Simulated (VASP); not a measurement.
# As (R-3m) in VASP: further runs

One crystal, As, is run at these levels: RPBE, r2SCAN; tasks: single point.

All numbers are computed with VASP 6.6.1; they aren't measurements. Logs are shortened: lines on timing, memory, paths and dates and some standing lists are left out, and cuts for length are marked.

### Step 1. The structure

Symmetry: R-3m, No. 166, trigonal system. Conventional cell: a = 3.762 Å, b = 3.762 Å, c = 10.542 Å, α = 90.00°, β = 90.00°, γ = 120.00°. As (site symmetry 3m) is surrounded by 3 As at 2.51 Å.

### Step 2. Single point, RPBE

Contents of INCAR:

```
PREC = Accurate
ENCUT = 520
EDIFF = 1E-6
ISMEAR = 0
SIGMA = 0.05
LREAL = False
LASPH = True
NELM = 80
ALGO = Normal
ISIF = 2
LWAVE = False
LCHARG = False
GGA = RP
```

Contents of KPOINTS:

```
regular mesh
0
Gamma
  9 9 9
```

Contents of POSCAR:

```
As
1.0
    1.8807968987      1.0858785957      3.5140619945
   -1.8807968987      1.0858785957      3.5140619945
    0.0000000000     -2.1717571915      3.5140619945
As
2
Direct
    0.2260000000      0.2260000000      0.2260000000
    0.7740000000      0.7740000000      0.7740000000
```

Potentials or basis: VASP PAW PBE potentials, release 64 (As).

Launch:

```console
$ cat potpaw_PBE.64/As/POTCAR > POTCAR
$ mpirun -np 1 vasp_std > vasp.out
```

OUTCAR:

```text
PREC = Accurate
   ENCUT = 520
   EDIFF = 1E-6
   ISMEAR = 0
   LREAL = False
   LASPH = True
   NELM = 80
   ISIF = 2
   GGA = RP

 ion  position               nearest neighbor table
   1  0.226  0.226  0.226-   2 2.51   2 2.51   2 2.51
   2  0.774  0.774  0.774-   1 2.51   1 2.51   1 2.51

  LATTYP: Found a trigonal (rhomboedric) cell.
 ALAT       =     4.1310000000
 COS(alpha) =     0.5854247172

  Lattice vectors:

 A1 = (   1.8807968987,   1.0858785957,   3.5140619945)
 A2 = (  -1.8807968987,   1.0858785957,   3.5140619945)
 A3 = (   0.0000000000,  -2.1717571915,   3.5140619945)

Analysis of symmetry for initial positions (statically):
=====================================================================
 Subroutine PRICEL returns:
 Original cell was already a primitive cell.

 Routine SETGRP: Setting up the symmetry group for a
 trigonal (rhombohedral) supercell.

 Subroutine GETGRP returns: Found 12 space group operations
 (whereof 12 operations were pure point group operations)
 out of a pool of 12 trial point group operations.

The static configuration has the point symmetry D_3d.

Analysis of symmetry for dynamics (positions and initial velocities):
=====================================================================
 Subroutine PRICEL returns:
 Original cell was already a primitive cell.

 Routine SETGRP: Setting up the symmetry group for a
 trigonal (rhombohedral) supercell.

 Subroutine GETGRP returns: Found 12 space group operations
 (whereof 12 operations were pure point group operations)
 out of a pool of 12 trial point group operations.

The dynamic configuration has the point symmetry D_3d.

 Subroutine INISYM returns: Found 12 space group operations
 (whereof 12 operations are pure point group operations),
 and found     1 'primitive' translations

----------------------------------------------------------------------------------------

                                     Primitive cell

  volume of cell :      43.0610

  direct lattice vectors                    reciprocal lattice vectors
     1.880796899  1.085878596  3.514061995     0.265844760  0.153485544  0.094856987
    -1.880796899  1.085878596  3.514061995    -0.265844760  0.153485544  0.094856987
     0.000000000 -2.171757191  3.514061995     0.000000000 -0.306971087  0.094856987

  length of vectors
     4.131000000  4.131000000  4.131000000     0.321292852  0.321292852  0.321292852

  position of ions in fractional coordinates (direct lattice)
     0.226000000  0.226000000  0.226000000
     0.774000000  0.774000000  0.774000000

  ion indices of the primitive-cell ions
   primitive index   ion index
                 1           1
                 2           2

----------------------------------------------------------------------------------------

 KPOINTS: regular mesh

Automatic generation of k-mesh.
 Grid dimensions read from file:
 generate k-points for:    9    9    9

 Generating k-lattice:

  Cartesian coordinates                     Fractional coordinates (reciprocal lattice)
     0.029538307  0.017053949  0.010539665     0.111111111  0.000000000 -0.000000000
    -0.029538307  0.017053949  0.010539665     0.000000000  0.111111111 -0.000000000
     0.000000000 -0.034107899  0.010539665    -0.000000000 -0.000000000  0.111111111

  Length of vectors
     0.035699206  0.035699206  0.035699206

  Shift w.r.t. Gamma in fractional coordinates (k-lattice)
     0.000000000  0.000000000  0.000000000

 Subroutine IBZKPT returns following result:
 ===========================================

 Found     85 irreducible k-points:

 Following reciprocal coordinates:
            Coordinates               Weight
  0.000000  0.000000  0.000000      1.000000
  0.111111 -0.000000 -0.000000      6.000000
  0.222222 -0.000000 -0.000000      6.000000
  0.333333 -0.000000 -0.000000      6.000000
  0.444444 -0.000000 -0.000000      6.000000
  0.111111  0.111111 -0.000000      6.000000
[... 42 lines left out ...]
 -0.333333  0.444444  0.111111     12.000000
 -0.222222  0.444444  0.111111     12.000000
 [... further k-points ...]
   k-points           NKPTS =     85   k-points in BZ     NKDIM =     85   number of bands    NBANDS=      9
   number of dos      NEDOS =    301   number of ions     NIONS =      2
   total plane-waves  NPLWV =  32768
   dimension x,y,z NGX =    32 NGY =   32 NGZ =   32
   dimension x,y,z NGXF=    64 NGYF=   64 NGZF=   64
   ions per type =               2
   NGX,Y,Z   is equivalent  to a cutoff of  12.88, 12.88, 12.88 a.u.
   NGXF,Y,Z  is equivalent  to a cutoff of  25.76, 25.76, 25.76 a.u.
 SYSTEM =  unknown system
   PREC   = accura    normal or accurate (medium, high low for compatibility)
   ISTART =      0    job   : 0-new  1-cont  2-samecut
   ICHARG =      2    charge: 1-file 2-atom 10-const
   ISPIN  =      1    spin polarized calculation?
   LNONCOLLINEAR =      F non collinear calculations
   LSORBIT =      F    spin-orbit coupling
   LASPH  =      T    aspherical Exc in radial PAW
   ENCUT  =  520.0 eV  38.22 Ry    6.18 a.u.   7.68  7.68  7.68*2*pi/ulx,y,z
   NELM   =     80;   NELMIN=  2; NELMDL= -5     # of ELM steps
   EDIFF  = 0.1E-05   stopping-criterion for ELM
   LREAL  =      F    real-space projection
   EDIFFG = 0.1E-04   stopping-criterion for IOM
   NSW    =      0    number of steps for IOM
   IBRION =     -1    ionic relax: 0-MD 1-quasi-New 2-CG
   NFREE  =      0    steps in history (QN), initial steepest desc. (CG)
   ISIF   =      2    stress and relaxation
   ISYM   =      2    0-nonsym 1-usesym 2-fastsym
   POTIM  = 0.5000    time-step for ionic-motion
   TEBEG  =    0.0;   TEEND  =   0.0 temperature during run
   PSTRESS=    0.0 pullay stress
   NELECT =      10.0000    total number of electrons
   NUPDOWN=      -1.0000    fix difference up-down
   EMIN   =  10.00;   EMAX   =-10.00  energy-range for DOS
   EFERMI =   0.00;   METHOD = LEGACY
   ISMEAR =     0;   SIGMA  =   0.05  broadening in eV -4-tet -1-fermi 0-gaus
   EFERMI_NEDOS =   21; number of points for ismear=-14 and -15
   IALGO  =     38    algorithm
   IMIX   =      4    mixing-type and parameters
     AMIX     =   0.40;   BMIX     =  1.00
     AMIX_MAG =   1.60;   BMIX_MAG =  1.00
  volume/ion in A,a.u.               =      21.53       145.29
  Fermi-wavevector in a.u.,A,eV,Ry     =   1.006268  1.901570 13.776916  1.012575
  Thomas-Fermi vector in A             =   2.138999
   LORBIT       =      0    0 simple, 1 ext, 2 COOP (PROOUT), +10 PAW based schemes
   GGA     = RP    functional components
   LHFCALC =     F    Hartree Fock is set to
   AEXX    =    0.0000 exact exchange contribution
   IVDW    =     0    specifies the selected vdW correction
   LEPSILON=     F    determine dielectric tensor
   LRPA    =     F    only Hartree local field effects (RPA)
 non-spin polarized calculation
 Gauss-broadening in eV      SIGMA  =   0.05
  energy-cutoff  :      520.00
  volume of cell :       43.06
 maximum number of plane-waves:      1171
   NGX = 15   NGY = 15   NGZ = 15

 number of electron      10.0000000 magnetization

 Free energy of the ion-electron system (eV)
  ---------------------------------------------------
  ext. energy  EPLUGINS =         0.00000000
  ---------------------------------------------------
  free energy    TOTEN  =        -8.56705739 eV

  energy without entropy =       -8.56677528  energy(sigma->0) =       -8.56691634

 E-fermi :   5.5892     XC(G=0):  -9.8861

 val. band max:        5.5461707102   @ k =   0.3333   0.2222   0.2222
 cond. band min:       5.6269947739   @ k =   0.4444   0.3333   0.3333
 fundamental gap:      0.0808240637
 Fermi energy:         5.5891900860

 k-point     1 :       0.0000    0.0000    0.0000
  band No.  band energies     occupation
      1      -9.4904      2.00000
      2      -0.1704      2.00000
      3       3.0884      2.00000
      4       3.5101      2.00000
      5       3.5101      2.00000
      6       7.1561      0.00000
      7       8.4680      0.00000
      8       8.4680      0.00000
      9      12.4467      0.00000

 k-point     2 :       0.1111   -0.0000   -0.0000
  band No.  band energies     occupation
      1      -9.3250      2.00000
      2      -0.7531      2.00000
      3       3.0813      2.00000
      4       3.3830      2.00000
      5       3.5096      2.00000
      6       7.4406      0.00000
      7       8.1887      0.00000
      8       8.3598      0.00000
      9      11.5295      0.00000

 k-point     3 :       0.2222   -0.0000   -0.0000
  band No.  band energies     occupation
      1      -8.8339      2.00000
      2      -2.1216      2.00000
      3       2.8152      2.00000
      4       3.1029      2.00000
      5       3.9526      2.00000
      6       6.9823      0.00000
      7       7.7704      0.00000
      8       7.9236      0.00000
      9      11.4897      0.00000

 k-point     4 :       0.3333   -0.0000   -0.0000
  band No.  band energies     occupation
      1      -8.0392      2.00000
      2      -3.7279      2.00000
      3       2.7152      2.00000
      4       2.8371      2.00000
      5       4.4637      2.00000
      6       6.1763      0.00000
      7       6.8390      0.00000
      8       7.3833      0.00000
      9      12.4000      0.00000
[... 397 lines left out ...]
 k-point    38 :      -0.3333    0.2222    0.1111
  band No.  band energies     occupation
      1      -6.6880      2.00000
      2      -5.1885      2.00000
      3       1.2237      2.00000
      4       1.5668      2.00000
      5       4.1703      2.00000
      6       6.4186      0.00000
      7       7.9729      0.00000
      8       8.8837      0.00000
      9      12.2268      0.00000

 k-point    39 :      -0.2222    0.2222    0.1111
  band No.  band energies     occupation
      1      -7.5810      2.00000
      2      -4.0183      2.00000
      3       1.2633      2.00000
      4       2.4933      2.00000
      5       3.5450      2.00000
      6       6.8349      0.00000
      7       7.4794      0.00000
      8       8.8650      0.00000
      9      11.5698      0.00000

 k-point    40 :      -0.1111    0.2222    0.1111
  band No.  band energies     occupation
      1      -8.3941      2.00000
      2      -2.7125      2.00000
      3       1.7061      2.00000
      4       2.8154      2.00000
      5       3.6838      2.00000
      6       6.9130      0.00000
      7       7.7721      0.00000
      8       8.8310      0.00000
      9      10.9181      0.00000

 [... further k-points ...]

------------------------ aborting loop because EDIFF is reached ----------------------------------------

  FORCE on cell =-STRESS in cart. coord.  units (eV):
  Direction    XX          YY          ZZ          XY          YZ          ZX
  --------------------------------------------------------------------------------------
  -------------------------------------------------------------------------------------
  Total        1.5930234      1.5930234      1.4397077      0.0000000     -0.0000000      0.0000000
  in kB       59.2719068     59.2719068     53.5674636      0.0000000     -0.0000000      0.0000000
  external PRESSURE =      57.3704257 kB  Pullay stress =       0.0000000 kB

 VOLUME and BASIS-vectors are now :
 -----------------------------------------------------------------------------
  energy-cutoff  :      520.00
  volume of cell :       43.06
      direct lattice vectors                 reciprocal lattice vectors
     1.880796899  1.085878596  3.514061995     0.265844760  0.153485544  0.094856987
    -1.880796899  1.085878596  3.514061995    -0.265844760  0.153485544  0.094856987
     0.000000000 -2.171757191  3.514061995     0.000000000 -0.306971087  0.094856987

 POSITION                                       TOTAL-FORCE (eV/Angst)
 -----------------------------------------------------------------------------------
      0.00000     -0.00000      2.38253         0.000000     -0.000000      0.517701
      0.00000     -0.00000      8.15965         0.000000      0.000000     -0.517701
 -----------------------------------------------------------------------------------
    total drift:                               -0.000000     -0.000000      0.000000

  FREE ENERGIE OF THE ION-ELECTRON SYSTEM (eV)
  ---------------------------------------------------
  free  energy   TOTEN  =        -8.5670573909 eV

  energy  without entropy=       -8.5667752805  energy(sigma->0) =       -8.56691634
```

Run time: 15 s. Hardware: 1 thread of AMD EPYC 9R45 (Zen 5), shared host; peak memory 0.15 GiB.

What came out:

```
Free energy            : -8.5671 eV
Pressure               : 5.7 GPa
Largest force          : 0.518 eV/Å
Band gap on the k mesh : none (metal or under the smearing width)
```

Forces in eV/Å, atoms in the order of the input:
```
As   0.000  0.000  0.518
As   0.000  0.000 -0.518
```

Stress tensor (GPa, compression positive):
```
5.93 0.00 0.00
0.00 5.93 0.00
0.00 0.00 5.36
```

Caveat: the PAW data sets were made with another functional, which shifts forces and pressure a little.

[end of part 1 of 2]
